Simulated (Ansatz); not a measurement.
# TiS₂: all-electron results

```
Ti S
1.0
     3.41200    0.00000    0.00000
    -1.70600    2.95488    0.00000
     0.00000    0.00000    5.69500
Ti S
1 2
Direct
  0.00000 0.00000 0.00000
  0.33333 0.66667 0.25000
  0.66667 0.33333 0.75000
```

Atoms are numbered in the order listed.

The cell is COD entry 1537865, as deposited and not checked against the literature; nothing was relaxed. It is an old determination, and later ones may differ.

All numbers are computed: DFT, PBE, all-electron LAPW, scalar-relativistic (Ansatz 0.2.0); DFT, PBE, PAW with Ansatz's default frozen-core files, scalar-relativistic (Ansatz 0.2.0).

For LAPW: a Γ-centred 12×12×7 k mesh, Fermi–Dirac smearing of 0.05 eV, basis error target 1 meV/atom, no spin polarisation. PAW takes a cutoff of 420 eV at this cell. The Ansatz runs share mesh, smearing and spin set-up. Values come from LAPW unless marked.

- Pressure at this cell: 0.41 GPa
- Band gap: none at this level of theory (metallic, semimetallic, or a small gap that the functional closes)
- Stress xx, yy, zz (compression positive): 0.09, 0.09, 1.05 GPa
- Largest force: 0.138 eV/Å on S2
- Density of states at the Fermi level (0.2 eV bin): 0.15 states/eV per cell
- Löwdin charges (with 0.15 e of the cell spilling out of the atomic basis, so their sizes and signs hang on that basis): Ti1 0.82, S2 -0.34 e
- Bader charges (from the PAW run): Ti1 +1.75, S2 -0.87 e
- Volume per atom: 19.14 Å³
